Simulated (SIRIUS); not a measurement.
# Au (Fm-3m) in SIRIUS: equation of state

Aim: energy against volume of Au in PBEsol, for its equilibrium volume and stiffness.

Program: SIRIUS 7.10.0. These are calculated values, not measurements. Logs are shortened: lines on timing, memory, paths and dates and some standing lists are left out, and cuts for length are marked. The log counts tension as positive stress, the text compression.

**What was measured.**

From “Exploring toroidal anvil profiles for larger sample volumes above 4 Mbar”, 2024, pmc:11102561, for a bulk crystal of Au: bulk modulus 167 GPa.

The runs below are set against these values where they give the same quantity.

## 1. The structure

Symmetry: Fm-3m, No. 225, cubic system. Conventional cell: a = 4.070 Å, b = 4.070 Å, c = 4.070 Å, α = 90.00°, β = 90.00°, γ = 90.00°. Au (site symmetry m-3m) has 12 Au at 2.88 Å as nearest neighbours.

## 2. Single point, PBEsol, 15.84 Å³/atom (volume scaled by 0.94)

Contents of sirius.json:

```json
{
  "control": {
    "processing_unit": "cpu",
    "verbosity": 2,
    "num_bands_to_print": 17,
    "print_forces": true,
    "print_stress": true
  },
  "parameters": {
    "electronic_structure_method": "pseudopotential",
    "xc_functionals": ["XC_GGA_X_PBE_SOL", "XC_GGA_C_PBE_SOL"],
    "gk_cutoff": 8.8,
    "pw_cutoff": 17.6,
    "ngridk": [11, 11, 11],
    "shiftk": [0, 0, 0],
    "smearing": "fermi_dirac",
    "smearing_width": 0.0018374661,
    "num_bands": 17,
    "num_mag_dims": 0,
    "num_dft_iter": 100,
    "energy_tol": 1e-08,
    "density_tol": 1e-06
  },
  "iterative_solver": {
    "type": "davidson",
    "min_tolerance": 1e-09,
    "tolerance_scale": [0.1, 0.25]
  },
  "mixer": {
    "type": "anderson",
    "beta": 0.7,
    "max_history": 8
  },
  "settings": {
    "tol_ne": 1e-10,
    "pseudo_grid_cutoff": 6.5
  },
  "unit_cell": {
    "lattice_vectors": [
      [0.0, 0.707106781187, 0.707106781187],
      [0.707106781187, 0.0, 0.707106781187],
      [0.707106781187, 0.707106781187, 0.0]
    ],
    "lattice_vectors_scale": 5.3274685708,
    "atom_coordinate_units": "lattice",
    "atom_types": ["Au"],
    "atom_files": {
      "Au": "Au.json"
    },
    "atoms": {
      "Au": [
        [0.0, 0.0, 0.0]
      ]
    }
  }
}
```

Potentials or basis: PseudoDojo 0.4.1 PBEsol standard (scalar relativistic).

Command:

```console
$ upf_to_json Au.upf
$ OMP_NUM_THREADS=1 sirius.scf --input=sirius.json --output=out.json --task=0
```

What it wrote:

```text
[info] SIRIUS version : 7.10.0
[info] number of MPI ranks           : 1
[info] MPI grid                      : 1 1
[info] maximum number of OMP threads : 1
[fft] FFT context for density and potential
[fft] =====================================
[fft]   comm size                             : 1
[fft]   plane wave cutoff                     : 17.6
[fft]   grid size                             : 32 32 32   total : 32768
[fft]   grid limits                           : -15 16   -15 16   -15 16
[fft]   number of G-vectors within the cutoff : 4921
[fft]   local number of G-vectors             : 4921
[fft]   number of G-shells                    : 298
[fft] FFT context for coarse grid
[fft] =====================================
[fft]   comm size                             : 1
[fft]   plane wave cutoff                     : 17.6
[fft]   grid size                             : 32 32 32   total : 32768
[fft]   grid limits                           : -15 16   -15 16   -15 16
[fft]   number of G-vectors within the cutoff : 4921
[fft]   local number of G-vectors             : 4921
[fft]   number of G-shells                    : 298
[unit cell] lattice vectors
[unit cell]   a1 :       0.0000000000      3.7670891530      3.7670891530
[unit cell]   a2 :       3.7670891530      0.0000000000      3.7670891530
[unit cell]   a3 :       3.7670891530      3.7670891530      0.0000000000
[unit cell] reciprocal lattice vectors
[unit cell]   b1 :      -0.8339576065      0.8339576065      0.8339576065
[unit cell]   b2 :       0.8339576065     -0.8339576065      0.8339576065
[unit cell]   b3 :       0.8339576065      0.8339576065     -0.8339576065
[unit cell] unit cell volume :       106.91722814 [a.u.^3]
[unit cell] 1/sqrt(omega)    :         0.09671106
[unit cell] MT volume        :         0.00000000 ( 0.00%)
[unit cell] IT volume        :       106.91722814 (100.00%)
[unit cell] number of atom types : 1
[unit cell] type id : 0 symbol : Au mt_radius :  13.390000 num_atoms : 1
[unit cell] total number of atoms : 1
[unit cell] number of symmetry classes : 1
[unit cell] number of PAW atoms : 0
[unit cell] atom id  type id  class id             position                      vector_field
[unit cell] ------------------------------------------------------------------------------------------
[unit cell]      0        0        0      0.00000   0.00000   0.00000      0.00000   0.00000   0.00000
[unit cell] atom id         position (Cartesian, a.u.)
[unit cell] ---------------------------------------------
[unit cell]      0       0.000000    0.000000    0.000000
[unit cell] class id : 0 atom id : 0
[unit cell] minimum bond length:     5.327469
[unit cell] total number of pseudo wave-functions: 10
[sym] space group number   : 225
[sym] international symbol : Fm-3m
[sym] Hall symbol          : -F 4 2 3
[sym] space group transformation matrix :
[sym]   0.0000  0.5000  0.5000
[sym]   0.5000  0.0000  0.5000
[sym]   0.5000  0.5000  0.0000
[sym] space group origin shift :
[sym]   0.0000  0.0000  0.0000
[sym] number of space group operations  : 48
[sym] number of magnetic group operations : 48
[sym] metric tensor error: 0.0000e+00
[sym] rotation matrix error: 2.9208e-17
[sym] symmetry operations
[... list of symmetry operations ...]
[atom type] label          : Au
[atom type] --------------------------------------------------------------------------------
[atom type] symbol         : Au
[atom type] name           :
[... 177 lines left out ...]
[find] Efermi                         :       0.82872550
[find] iteration : 3, RMS : 1.567563673834e-04, energy difference : -5.048489353499e-05
[find] Hartree energy of density residual : 5.300636613062e-07
[find] | SCF iteration   4 out of 100|
[diagonalize] iterative solver tolerance (occupied, empty): 1.56756e-05 1.56756e-05
[... 38 lines left out ...]
[find] Free energy (E-TS)             :    -147.42084565 (Ha),    -294.84169130 (Ry)
[find] band gap (eV)                  :       0.00000000
[find] Efermi                         :       0.82886394
[find] iteration : 8, RMS : 1.869749442471e-07, energy difference : 5.559030569202e-09
[find] Hartree energy of density residual : 6.908150226060e-15
[find] | SCF iteration   9 out of 100|
[diagonalize] iterative solver tolerance (occupied, empty): 7.19937e-09 7.19937e-09
[diagonalize] average number of iterations: 1.91071
[find] Total energy                   :    -147.42075475 (Ha),    -294.84150949 (Ry)
[find] Free energy (E-TS)             :    -147.42084565 (Ha),    -294.84169130 (Ry)
[find] band gap (eV)                  :       0.00000000
[find] Efermi                         :       0.82886389
[find] iteration : 9, RMS : 6.253023892002e-08, energy difference : -3.262243808422e-10
[find] Hartree energy of density residual : 1.158660496907e-13
[find] bands are converged : true
[find] iterative solver converged : false
[find] +------------------------------+
[find] | SCF iteration  10 out of 100|
[find] +------------------------------+
[diagonalize] iterative solver tolerance (occupied, empty): 1.79984e-09 1.79984e-09
[diagonalize] average number of iterations: 2.35714
[diagonalize] Lowest band energies
[diagonalize] ik:    0   -3.061717   -1.267592   -1.267592   -1.267592    0.436138    0.643470    0.643470    0.643470    0.707457    0.707457    1.356187    1.517890    1.517890    1.517890    1.708023    1.901344    1.901344
[diagonalize] ik:    1   -3.061666   -1.268456   -1.267721   -1.267721    0.447407    0.639580    0.647401    0.647401    0.705683    0.705683    1.370279    1.459065    1.532645    1.532645    1.747365    1.823705    1.846058
[diagonalize] ik:    2   -3.061531   -1.270763   -1.268065   -1.268065    0.478197    0.633058    0.654514    0.654514    0.705623    0.705623    1.347693    1.403262    1.570760    1.570760    1.665450    1.747490    1.747490
[diagonalize] ik:    3   -3.061354   -1.273760   -1.268516   -1.268516    0.514815    0.641559    0.653964    0.653964    0.718446    0.718446    1.224305    1.396045    1.587332    1.587332    1.654738    1.688331    1.688331
[diagonalize] ik:    4   -3.061191   -1.276491   -1.268929   -1.268929    0.532830    0.647373    0.647373    0.690361    0.739870    0.739870    1.091539    1.361710    1.527128    1.527128    1.730784    1.730784    1.731963
[diagonalize] ...
[diagonalize] ik:   51   -3.060874   -1.276636   -1.273074   -1.271491    0.565720    0.580731    0.689608    0.726993    0.767017    0.967678    1.022681    1.142358    1.229943    1.560638    1.659417    1.784770    1.949003
[diagonalize] ik:   52   -3.060974   -1.275836   -1.272692   -1.270537    0.592414    0.599698    0.629301    0.714118    0.739403    0.863811    1.128370    1.188785    1.306525    1.598480    1.618157    1.808781    1.886596
[diagonalize] ik:   53   -3.060915   -1.275730   -1.273661   -1.270955    0.596474    0.606345    0.630886    0.701998    0.754788    0.938996    1.042233    1.172733    1.263993    1.580965    1.682476    1.844715    1.905622
[diagonalize] ik:   54   -3.060883   -1.276026   -1.273404   -1.271593    0.580289    0.593260    0.656354    0.714676    0.767180    0.959521    1.062156    1.136562    1.209231    1.629933    1.657182    1.759516    1.960251
[diagonalize] ik:   55   -3.060878   -1.275092   -1.274512   -1.271535    0.588978    0.611126    0.634875    0.701775    0.767036    0.995953    1.056168    1.095767    1.216823    1.627062    1.698039    1.778510    1.904211
[find] Charges and magnetic moments
[find] --------------------------------------------------------------------------------
[find] total charge          : 19.000000
[find] Energy
[find] --------------------------------------------------------------------------------
[find] valence_eval_sum               :      -6.47853727
[find] <rho|V^{XC}>                   :     -18.67945357
[find] <rho|E^{XC}>                   :     -25.16575998
[find] <mag|B^{XC}>                   :       0.00000000
[find] <rho|V^{H}>                    :      49.22824992
[find] one-electron contribution      :     -37.02733362 (Ha),     -74.05466724 (Ry)
[find] hartree contribution           :      24.61412496
[find] xc contribution                :     -25.16575998
[find] ewald contribution             :    -109.84178643
[find] PAW contribution               :       0.00000000
[find] smearing (-TS)                 :      -0.00009090
[find] SCF correction                 :       0.00000032
[find] Total energy                   :    -147.42075475 (Ha),    -294.84150949 (Ry)
[find] Free energy (E-TS)             :    -147.42084565 (Ha),    -294.84169130 (Ry)
[find] band gap (eV)                  :       0.00000000
[find] Efermi                         :       0.82886391
[find] iteration : 10, RMS : 1.778341407092e-08, energy difference : 1.152500317403e-10
[find] Hartree energy of density residual : 4.328256256949e-15
[find] bands are converged : true
[find] iterative solver converged : true
[find] converged after 11 SCF iterations!
[find] Charges and magnetic moments
[find] --------------------------------------------------------------------------------
[find] total charge          : 19.000000
[find] Energy
[find] --------------------------------------------------------------------------------
[find] valence_eval_sum               :      -6.47853727
[find] <rho|V^{XC}>                   :     -18.67945357
[find] <rho|E^{XC}>                   :     -25.16575998
[find] <mag|B^{XC}>                   :       0.00000000
[find] <rho|V^{H}>                    :      49.22824992
[find] one-electron contribution      :     -37.02733362 (Ha),     -74.05466724 (Ry)
[find] hartree contribution           :      24.61412496
[find] xc contribution                :     -25.16575998
[find] ewald contribution             :    -109.84178643
[find] PAW contribution               :       0.00000000
[find] smearing (-TS)                 :      -0.00009090
[find] SCF correction                 :       0.00000032
[find] Total energy                   :    -147.42075475 (Ha),    -294.84150949 (Ry)
[find] Free energy (E-TS)             :    -147.42084565 (Ha),    -294.84169130 (Ry)
[find] band gap (eV)                  :       0.00000000
[find] Efermi                         :       0.82886391
[ground_state] === stress tensor components [kbar] ===
[ground_state] === stress_kin ===
[ground_state] -78121.947787    0.000000   -0.000000
[ground_state]     0.000000-78121.947787   -0.000000
[ground_state]    -0.000000   -0.000000-78121.947787
[ground_state] === stress_har ===
[ground_state] -22577.354960    0.000000   -0.000000
[ground_state]     0.000000-22577.354960   -0.000000
[ground_state]    -0.000000   -0.000000-22577.354960
[ground_state] === stress_ewald ===
[ground_state] 100752.596554   -0.000000   -0.000000
[ground_state]    -0.000000100752.596554    0.000000
[ground_state]    -0.000000    0.000000100752.596554
[ground_state] === stress_vloc ===
[ground_state] -1556.430800    0.000000   -0.000000
[ground_state]     0.000000-1556.430800   -0.000000
[ground_state]    -0.000000   -0.000000-1556.430800
[ground_state] === stress_xc ===
[ground_state] -17650.739384    0.000000    0.000000
[ground_state]     0.000000-17650.739384   -0.000000
[ground_state]     0.000000   -0.000000-17650.739384
[ground_state] === stress_core ===
[ground_state] 34286.980793   -0.000000   -0.000000
[ground_state]    -0.00000034286.980793    0.000000
[ground_state]    -0.000000    0.00000034286.980793
[ground_state] === stress_nonloc ===
[ground_state] -15280.804824    0.000000   -0.000000
[ground_state]     0.000000-15280.804824   -0.000000
[ground_state]    -0.000000   -0.000000-15280.804824
[ground_state] === stress_us_nl ===
[ground_state] -15280.804824    0.000000   -0.000000
[ground_state]     0.000000-15280.804824   -0.000000
[ground_state]    -0.000000   -0.000000-15280.804824
[ground_state] === stress_total ===
[ground_state]  -147.700408    0.000000   -0.000000
[ground_state]     0.000000 -147.700408    0.000000
[ground_state]    -0.000000    0.000000 -147.700408
[ground_state] ==== total Forces in Ha/bohr =====
[ground_state] atom:    0, force:       0.0000000      0.0000000      0.0000000
[... 8 lines left out ...]
[ground_state] ==== Ewald forces from ions =====
[ground_state] atom:    0, force:       0.0000000      0.0000000      0.0000000
[~DFT_ground_state] local op. applied: 23566
[~DFT_ground_state] evp. work count: 5584.69
[~DFT_ground_state] number of iterative solver steps: 1623
```

Wall time 17 s (1 thread of Arm Neoverse V2, shared host); peak memory 0.26 GiB.

Results:

```
Free energy            : -4011.5256 eV
Pressure               : 14.8 GPa
Band gap on the k mesh : none (metal or under the smearing width)
```

## 3. Single point, PBEsol, 16.18 Å³/atom (volume scaled by 0.96)

Changes to sirius.json since step 2:

```diff
@@ -43,3 +43,3 @@
     ],
-    "lattice_vectors_scale": 5.3274685708,
+    "lattice_vectors_scale": 5.3649871913,
     "atom_coordinate_units": "lattice",
```

Potentials or basis: PseudoDojo 0.4.1 PBEsol standard (scalar relativistic).

Command:

```console
$ upf_to_json Au.upf
$ OMP_NUM_THREADS=1 sirius.scf --input=sirius.json --output=out.json --task=0
```

It took 23 s on 1 thread of Arm Neoverse V2, shared host; peak memory 0.28 GiB.

It converged, with:

| Quantity | Value |
| --- | --- |
| Free energy | -4011.5512 eV |
| Pressure | 9.7 GPa |
| Band gap on the k mesh | none (metal or under the smearing width) |

## 4. Single point, PBEsol, 16.52 Å³/atom (volume scaled by 0.98)

Changes to sirius.json since step 3:

```diff
@@ -43,3 +43,3 @@
     ],
-    "lattice_vectors_scale": 5.3649871913,
+    "lattice_vectors_scale": 5.4019882724,
     "atom_coordinate_units": "lattice",
```

Command:

```console
$ upf_to_json Au.upf
$ OMP_NUM_THREADS=1 sirius.scf --input=sirius.json --output=out.json --task=0
```

It took 23 s on 1 thread of Arm Neoverse V2, shared host; peak memory 0.28 GiB.

It converged, with:

```
Free energy            : -4011.5667 eV
Pressure               : 5.2 GPa
Band gap on the k mesh : none (metal or under the smearing width)
```

## 5. Single point, PBEsol, 17.19 Å³/atom (volume scaled by 1.02)

Changes to sirius.json since step 4:

```diff
@@ -43,3 +43,3 @@
     ],
-    "lattice_vectors_scale": 5.4019882724,
+    "lattice_vectors_scale": 5.4745068354,
     "atom_coordinate_units": "lattice",
```

Command:

```console
$ upf_to_json Au.upf
$ OMP_NUM_THREADS=1 sirius.scf --input=sirius.json --output=out.json --task=0
```

Run time: 24 s. Hardware: 1 thread of Arm Neoverse V2, shared host; peak memory 0.28 GiB.

It converged, with:

- Free energy: -4011.5724 eV
- Pressure: -2.2 GPa
- Band gap on the k mesh: none (metal or under the smearing width)

## 6. Single point, PBEsol, 17.53 Å³/atom (volume scaled by 1.04)

Changes to sirius.json since step 5:

```diff
@@ -43,3 +43,3 @@
     ],
-    "lattice_vectors_scale": 5.4745068354,
+    "lattice_vectors_scale": 5.5100565772,
     "atom_coordinate_units": "lattice",
```

Potentials or basis: PseudoDojo 0.4.1 PBEsol standard (scalar relativistic).

Command:

```console
$ upf_to_json Au.upf
$ OMP_NUM_THREADS=1 sirius.scf --input=sirius.json --output=out.json --task=0
```

Wall time 24 s (1 thread of Arm Neoverse V2, shared host); peak memory 0.28 GiB.

It converged, with:

```yaml
Free_energy: -4011.5646 eV
Pressure: -5.2 GPa
Band_gap_on_the_k_mesh: none (metal or under the smearing width)
```

## 7. Single point, PBEsol, 17.87 Å³/atom (volume scaled by 1.06)

Changes to sirius.json since step 6:

```diff
@@ -43,3 +43,3 @@
     ],
-    "lattice_vectors_scale": 5.5100565772,
+    "lattice_vectors_scale": 5.5451534251,
     "atom_coordinate_units": "lattice",
```

Command:

```console
$ upf_to_json Au.upf
$ OMP_NUM_THREADS=1 sirius.scf --input=sirius.json --output=out.json --task=0
```

Wall time 26 s (1 thread of Arm Neoverse V2, shared host); peak memory 0.29 GiB.

Results (log left out):

```yaml
Free_energy: -4011.5509 eV
Pressure: -7.8 GPa
Band_gap_on_the_k_mesh: none (metal or under the smearing width)
```

## 8. Equation of state, PBEsol

Potentials or basis: PseudoDojo 0.4.1 PBEsol standard (scalar relativistic).

This step only gathers the single runs of the series.

Results:

```yaml
Equilibrium_volume: 16.97 Å³/atom
Bulk_modulus: 176 GPa
Pressure_derivative_of_the_bulk_modulus: 5.7
```

Energy against volume, from the lowest point:
```csv
volume (Å³/atom),energy (meV/atom)
15.843,47.85
16.181,22.24
16.518,6.71
16.855,0.00
17.192,1.03
17.529,8.84
17.866,22.56
```

The run has no spin-orbit coupling, so splittings on Au are missing.

## 9. How close it comes

Step 8. Measured bulk modulus of Au: 167 GPa (quoted in “Exploring toroidal anvil profiles for larger sample volumes above 4 Mbar”, 2024, pmc:11102561). This calculation gives 176 GPa (+5.6 %). The fit is for a static lattice scaled at fixed shape and fixed fractional positions.
